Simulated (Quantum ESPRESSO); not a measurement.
# AgI: optical spectrum from first principles, part 2 of 3

Aim: the dielectric function of AgI, and the optical constants that follow from it. The cell comes from an older database entry, whose edges can differ from later determinations, mostly by under a per cent.

Quantum ESPRESSO 7.5; DFT, PBE, plane waves with norm-conserving potentials (PseudoDojo), scalar-relativistic, independent-particle optical response without local fields and without the non-local commutator.

So far. Step 2 (Ground state): There is a gap, 1.34 eV on this mesh (points off the mesh can give less), so no carriers' term is needed.

The database entry behind the starting cell differs from later determinations by our own check (about 0.3 % short), so it need not match the best structure at ambient conditions.

### 3. Ground state with the final occupations

Level of this step: DFT, PBE, plane waves with norm-conserving potentials (PseudoDojo), scalar-relativistic, ground state (Quantum ESPRESSO).

With the gap or the metal settled, the ground state is repeated with the fitting occupations, and the later steps take its density.

scf.in reads:

```
&control
  calculation = 'scf'
  prefix = 'x'
  outdir = './tmp'
  pseudo_dir = './'
  verbosity = 'high'
/
&system
  ibrav = 0
  nat = 2
  ntyp = 2
  ecutwfc = 90
  occupations = 'fixed'
/
&electrons
  conv_thr = 1e-09
  electron_maxstep = 100
/
ATOMIC_SPECIES
  I 1.0 I.upf
  Ag 1.0 Ag.upf
CELL_PARAMETERS angstrom
  0.000000000000 3.236500000000 3.236500000000
  3.236500000000 0.000000000000 3.236500000000
  3.236500000000 3.236500000000 0.000000000000
ATOMIC_POSITIONS crystal
  I 0.750000000000 0.750000000000 0.750000000000
  Ag 0.000000000000 0.000000000000 0.000000000000
K_POINTS automatic
  6 6 6 0 0 0
```

The run is started by

```
> mpirun -n 4 pw.x -nk 4 -in scf.in
```

The program printed:

```text
[banner, memory and clock lines left out]

     using ibrav=0 with symmetry is DISCOURAGED, use correct ibrav instead

     G-vector sticks info

     bravais-lattice index     =            0
     lattice parameter (alat)  =       8.6495  a.u.
     unit-cell volume          =     457.5657 (a.u.)^3
     number of atoms/cell      =            2
     number of atomic types    =            2
     number of electrons       =        26.00
     number of Kohn-Sham states=           13
     kinetic-energy cutoff     =      90.0000  Ry
     charge density cutoff     =     360.0000  Ry
     scf convergence threshold =      1.0E-09
     mixing beta               =       0.7000
     number of iterations used =            8  plain     mixing
     Exchange-correlation= PBE
                           (   1   4   3   4   0   0   0)

     celldm(1)=   8.649470  celldm(2)=   0.000000  celldm(3)=   0.000000
     celldm(4)=   0.000000  celldm(5)=   0.000000  celldm(6)=   0.000000

     crystal axes: (cart. coord. in units of alat)
               a(1) = (   0.000000   0.707107   0.707107 )
               a(2) = (   0.707107   0.000000   0.707107 )
               a(3) = (   0.707107   0.707107   0.000000 )

     reciprocal axes: (cart. coord. in units 2 pi/alat)
               b(1) = ( -0.707107  0.707107  0.707107 )
               b(2) = (  0.707107 -0.707107  0.707107 )
               b(3) = (  0.707107  0.707107 -0.707107 )

     ./I.upf
     Pseudo is Norm-conserving + core correction, Zval =  7.0
     Generated using ONCVPSP code by D. R. Hamann
     Using radial grid of 1196 points,  6 beta functions with:
                l(1) =   0
                l(2) =   0
                l(3) =   1
                l(4) =   1
                l(5) =   2
                l(6) =   2

     ./Ag.upf
     Pseudo is Norm-conserving + core correction, Zval = 19.0
     Generated using ONCVPSP code by D. R. Hamann
     Using radial grid of 1538 points,  6 beta functions with:
                l(1) =   0
                l(2) =   0
                l(3) =   1
                l(4) =   1
                l(5) =   2
                l(6) =   2

     atomic species   valence    mass     pseudopotential
     I                 7.00     1.00000     I ( 1.00)
     Ag               19.00     1.00000     Ag( 1.00)

     24 Sym. Ops. (no inversion) found

                                    s                        frac. trans.

     [... symmetry matrices left out ...]
   Cartesian axes

     site n.     atom                  positions (alat units)
         1        I      tau(   1) = (   1.0606602   1.0606602   1.0606602  )
         2        Ag     tau(   2) = (   0.0000000   0.0000000   0.0000000  )

   Crystallographic axes

     site n.     atom                  positions (cryst. coord.)
         1        I      tau(   1) = (  0.7500000  0.7500000  0.7500000  )
         2        Ag     tau(   2) = (  0.0000000  0.0000000  0.0000000  )

     number of k points=    16
                       cart. coord. in units 2pi/alat
        k(    1) = (   0.0000000   0.0000000   0.0000000), wk =   0.0092593
        k(    2) = (   0.1178511   0.1178511  -0.1178511), wk =   0.0740741
        k(    3) = (   0.2357023   0.2357023  -0.2357023), wk =   0.0740741
        k(    4) = (  -0.3535534  -0.3535534   0.3535534), wk =   0.0370370
        k(    5) = (   0.2357023   0.0000000  -0.0000000), wk =   0.0555556
        k(    6) = (   0.3535534   0.1178511  -0.1178511), wk =   0.2222222
        k(    7) = (  -0.2357023  -0.4714045   0.4714045), wk =   0.2222222
        k(    8) = (  -0.1178511  -0.3535534   0.3535534), wk =   0.2222222
        k(    9) = (   0.0000000  -0.2357023   0.2357023), wk =   0.1111111
        k(   10) = (   0.4714045   0.0000000  -0.0000000), wk =   0.0555556
        k(   11) = (  -0.1178511  -0.5892557   0.5892557), wk =   0.2222222
        k(   12) = (  -0.0000000  -0.4714045   0.4714045), wk =   0.1111111
        k(   13) = (  -0.7071068   0.0000000   0.0000000), wk =   0.0277778
        k(   14) = (  -0.2357023  -0.4714045   0.7071068), wk =   0.2222222
        k(   15) = (  -0.1178511  -0.3535534   0.5892557), wk =   0.2222222
        k(   16) = (  -0.7071068   0.2357023   0.0000000), wk =   0.1111111

                       cryst. coord.
[...]
k(    9) = (   0.0000000   0.1666667  -0.1666667), wk =   0.1111111
        k(   10) = (  -0.0000000   0.3333333   0.3333333), wk =   0.0555556
        k(   11) = (   0.0000000   0.3333333  -0.5000000), wk =   0.2222222
        k(   12) = (   0.0000000   0.3333333  -0.3333333), wk =   0.1111111
        k(   13) = (   0.0000000  -0.5000000  -0.5000000), wk =   0.0277778
        k(   14) = (   0.1666667   0.3333333  -0.5000000), wk =   0.2222222
        k(   15) = (   0.1666667   0.3333333  -0.3333333), wk =   0.2222222
        k(   16) = (   0.1666667  -0.5000000  -0.3333333), wk =   0.1111111

     Dense  grid:    52873 G-vectors     FFT dimensions: (  54,  54,  54)

     Initial potential from superposition of free atoms

     starting charge      25.9995, renormalised to      26.0000
     Starting wfcs are   14 randomized atomic wfcs

     Self-consistent Calculation

     iteration #  1     ecut=    90.00 Ry     beta= 0.70
     Davidson diagonalization with overlap

            70 MiB given to the printing process from OS
            40 MiB allocation reported by mallinfo(arena+hblkhd)
------------------
     ethr =  1.00E-02,  avg # of iterations =  1.9

     Threshold (ethr) on eigenvalues was too large:
     Diagonalizing with lowered threshold

     Davidson diagonalization with overlap

            73 MiB given to the printing process from OS
            45 MiB allocation reported by mallinfo(arena+hblkhd)
------------------
     ethr =  5.03E-05,  avg # of iterations =  4.2

     total energy              =    -335.93890728 Ry
     estimated scf accuracy    <       0.02325384 Ry

     iteration #  2     ecut=    90.00 Ry     beta= 0.70
     Davidson diagonalization with overlap

            89 MiB given to the printing process from OS
            55 MiB allocation reported by mallinfo(arena+hblkhd)
------------------
     ethr =  8.94E-05,  avg # of iterations =  2.0

     total energy              =    -335.94512373 Ry
     estimated scf accuracy    <       0.02197536 Ry

     iteration #  3     ecut=    90.00 Ry     beta= 0.70
     Davidson diagonalization with overlap

            90 MiB given to the printing process from OS
            56 MiB allocation reported by mallinfo(arena+hblkhd)
------------------
     ethr =  8.45E-05,  avg # of iterations =  2.0

     total energy              =    -335.94948332 Ry
     estimated scf accuracy    <       0.00019023 Ry

     iteration #  4     ecut=    90.00 Ry     beta= 0.70
     Davidson diagonalization with overlap

            92 MiB given to the printing process from OS
            58 MiB allocation reported by mallinfo(arena+hblkhd)
------------------
     ethr =  7.32E-07,  avg # of iterations =  3.1

     total energy              =    -335.94953826 Ry
     estimated scf accuracy    <       0.00004364 Ry

     iteration #  5     ecut=    90.00 Ry     beta= 0.70
     Davidson diagonalization with overlap

            94 MiB given to the printing process from OS
            60 MiB allocation reported by mallinfo(arena+hblkhd)
------------------
     ethr =  1.68E-07,  avg # of iterations =  2.0

     total energy              =    -335.94953899 Ry
     estimated scf accuracy    <       0.00000636 Ry

     iteration #  6     ecut=    90.00 Ry     beta= 0.70
     Davidson diagonalization with overlap

            96 MiB given to the printing process from OS
            61 MiB allocation reported by mallinfo(arena+hblkhd)
------------------
     ethr =  2.45E-08,  avg # of iterations =  3.1

     total energy              =    -335.94954172 Ry
     estimated scf accuracy    <       0.00000133 Ry

     iteration #  7     ecut=    90.00 Ry     beta= 0.70
     Davidson diagonalization with overlap

            97 MiB given to the printing process from OS
            63 MiB allocation reported by mallinfo(arena+hblkhd)
------------------
     ethr =  5.13E-09,  avg # of iterations =  2.0

     total energy              =    -335.94954189 Ry
     estimated scf accuracy    <       0.00000005 Ry

     iteration #  8     ecut=    90.00 Ry     beta= 0.70
     Davidson diagonalization with overlap

            98 MiB given to the printing process from OS
            64 MiB allocation reported by mallinfo(arena+hblkhd)
------------------
     ethr =  1.84E-10,  avg # of iterations =  3.2

     total energy              =    -335.94954192 Ry
     estimated scf accuracy    <       0.00000002 Ry

     iteration #  9     ecut=    90.00 Ry     beta= 0.70
     Davidson diagonalization with overlap

           100 MiB given to the printing process from OS
            66 MiB allocation reported by mallinfo(arena+hblkhd)
------------------
     ethr =  9.01E-11,  avg # of iterations =  2.0

     total energy              =    -335.94954192 Ry
     estimated scf accuracy    <          1.7E-09 Ry

     iteration # 10     ecut=    90.00 Ry     beta= 0.70
     Davidson diagonalization with overlap

           102 MiB given to the printing process from OS
            68 MiB allocation reported by mallinfo(arena+hblkhd)
------------------
     ethr =  6.63E-12,  avg # of iterations =  3.1

     End of self-consistent calculation

          k = 0.0000 0.0000 0.0000 (  6615 PWs)   bands (ev):

   -84.8482 -48.3589 -48.3589 -48.3589  -7.0978   1.5022   1.5022   1.5022
     2.6727   2.6727   5.7768   5.7768   5.7768

     occupation numbers
     1.0000   1.0000   1.0000   1.0000   1.0000   1.0000   1.0000   1.0000
     1.0000   1.0000   1.0000   1.0000   1.0000

          k = 0.1179 0.1179-0.1179 (  6591 PWs)   bands (ev):

   -84.8482 -48.3590 -48.3589 -48.3589  -7.0263   1.4656   1.5489   1.5489
     2.6680   2.6680   4.7373   5.5869   5.5869

     occupation numbers
     1.0000   1.0000   1.0000   1.0000   1.0000   1.0000   1.0000   1.0000
     1.0000   1.0000   1.0000   1.0000   1.0000

          k = 0.2357 0.2357-0.2357 (  6573 PWs)   bands (ev):

   -84.8482 -48.3592 -48.3590 -48.3590  -6.8769   1.4746   1.6372   1.6372
     2.6823   2.6823   3.4438   5.2234   5.2234

     occupation numbers
     1.0000   1.0000   1.0000   1.0000   1.0000   1.0000   1.0000   1.0000
     1.0000   1.0000   1.0000   1.0000   1.0000

          k =-0.3536-0.3536 0.3536 (  6586 PWs)   bands (ev):

   -84.8482 -48.3593 -48.3590 -48.3590  -6.7987   1.5701   1.6768   1.6768
     2.7062   2.7062   2.8269   5.0424   5.0424

     occupation numbers
     1.0000   1.0000   1.0000   1.0000   1.0000   1.0000   1.0000   1.0000
     1.0000   1.0000   1.0000   1.0000   1.0000

     [... further k points left out ...]

     highest occupied level (ev):     5.7768

!    total energy              =    -335.94954192 Ry
     estimated scf accuracy    <          5.3E-12 Ry

     The total energy is the sum of the following terms:
     one-electron contribution =    -234.81846671 Ry
     hartree contribution      =     124.30830847 Ry
     xc contribution           =     -54.32471120 Ry
     ewald contribution        =    -171.11467248 Ry

     convergence has been achieved in  10 iterations

     XML data file, charge density, pseudopotentials, collected wavefunctions

                                        0.00s GPU  (     160 calls)
```

Run time: 8.1 s. Hardware: 4 MPI ranks of Arm Neoverse V2, shared host; peak memory 0.1 GiB.

### 4. Bands on the whole mesh, 9×9×9

The response needs many more empty bands than the density does.

This step: DFT, PBE, plane waves with norm-conserving potentials (PseudoDojo), scalar-relativistic, bands at fixed density (Quantum ESPRESSO 7.5).

nscf.in, as its differences from scf.in of step 3:

```diff
@@ -1,3 +1,3 @@
 &control
-  calculation = 'scf'
+  calculation = 'nscf'
   prefix = 'x'
@@ -5,3 +5,2 @@
   pseudo_dir = './'
-  verbosity = 'high'
 /
@@ -13,2 +12,5 @@
   occupations = 'fixed'
+  nbnd = 40
+  nosym = .true.
+  noinv = .true.
 /
@@ -17,2 +19,3 @@
   electron_maxstep = 100
+  diago_full_acc = .true.
 /
@@ -29,2 +32,2 @@
 K_POINTS automatic
-  6 6 6 0 0 0
+  9 9 9 0 0 0
```

The run is started by

```
> mpirun -n 4 pw.x -nk 4 -in nscf.in
```

The program printed:

```text
[banner, memory and clock lines left out]

     Atomic positions and unit cell read from directory:

     G-vector sticks info

     bravais-lattice index     =            0
     lattice parameter (alat)  =       8.6495  a.u.
     unit-cell volume          =     457.5657 (a.u.)^3
     number of atoms/cell      =            2
     number of atomic types    =            2
     number of electrons       =        26.00
     number of Kohn-Sham states=           40
     kinetic-energy cutoff     =      90.0000  Ry
     charge density cutoff     =     360.0000  Ry
     Exchange-correlation= PBE
                           (   1   4   3   4   0   0   0)

     celldm(1)=   8.649470  celldm(2)=   0.000000  celldm(3)=   0.000000
     celldm(4)=   0.000000  celldm(5)=   0.000000  celldm(6)=   0.000000

     crystal axes: (cart. coord. in units of alat)
               a(1) = (   0.000000   0.707107   0.707107 )
               a(2) = (   0.707107   0.000000   0.707107 )
               a(3) = (   0.707107   0.707107   0.000000 )

     reciprocal axes: (cart. coord. in units 2 pi/alat)
               b(1) = ( -0.707107  0.707107  0.707107 )
               b(2) = (  0.707107 -0.707107  0.707107 )
               b(3) = (  0.707107  0.707107 -0.707107 )

     ./I.upf
     Pseudo is Norm-conserving + core correction, Zval =  7.0
     Generated using ONCVPSP code by D. R. Hamann
     Using radial grid of 1196 points,  6 beta functions with:
                l(1) =   0
                l(2) =   0
                l(3) =   1
                l(4) =   1
                l(5) =   2
                l(6) =   2

     ./Ag.upf
     Pseudo is Norm-conserving + core correction, Zval = 19.0
     Generated using ONCVPSP code by D. R. Hamann
     Using radial grid of 1538 points,  6 beta functions with:
                l(1) =   0
                l(2) =   0
                l(3) =   1
                l(4) =   1
                l(5) =   2
                l(6) =   2

     atomic species   valence    mass     pseudopotential
     I                 7.00     1.00000     I ( 1.00)
     Ag               19.00     1.00000     Ag( 1.00)

     No symmetry found

   Cartesian axes

     site n.     atom                  positions (alat units)
         1        I      tau(   1) = (   1.0606602   1.0606602   1.0606602  )
         2        Ag     tau(   2) = (   0.0000000   0.0000000   0.0000000  )

     number of k points=   729

     Number of k-points >= 100: set verbosity='high' to print them.

     Dense  grid:    52873 G-vectors     FFT dimensions: (  54,  54,  54)

     The potential is recalculated from file :

     Starting wfcs are   14 randomized atomic wfcs +   26 random wfcs

     Band Structure Calculation
     Davidson diagonalization with overlap

     ethr =  3.85E-12,  avg # of iterations = 40.1

     End of band structure calculation

     Number of k-points >= 100: set verbosity='high' to print the bands.

     highest occupied, lowest unoccupied level (ev):     5.7768    7.1153

     XML data file, pseudopotentials, collected wavefunctions

                                        0.00s GPU  (    8436 calls)

[... left out ...]
ulation
     Davidson diagonalization with overlap

     ethr =  3.85E-12,  avg # of iterations = 40.1

     End of band structure calculation

     Number of k-points >= 100: set verbosity='high' to print the bands.

     highest occupied, lowest unoccupied level (ev):     5.7768    7.1153

     XML data file, pseudopotentials, collected wavefunctions

                                        0.00s GPU  (    8436 calls)
```

Elapsed: 11 min, on 4 MPI ranks; peak memory 0.08 GiB; 45 min of CPU time.

(Continued in part 3 of 3.)

[Machine, clock, banner and «Message from routine» lines are left out of the logs.]

[Logs are printed without paths, hosts, clocks, repeated set-up lines and the standing remarks that a program may print on its own settings, such as how far it seeks lower states.]

[Hosts, paths, dates, database ids (printed as entryN), source tags and the programs' standing remarks are cut or masked in the printed files.]
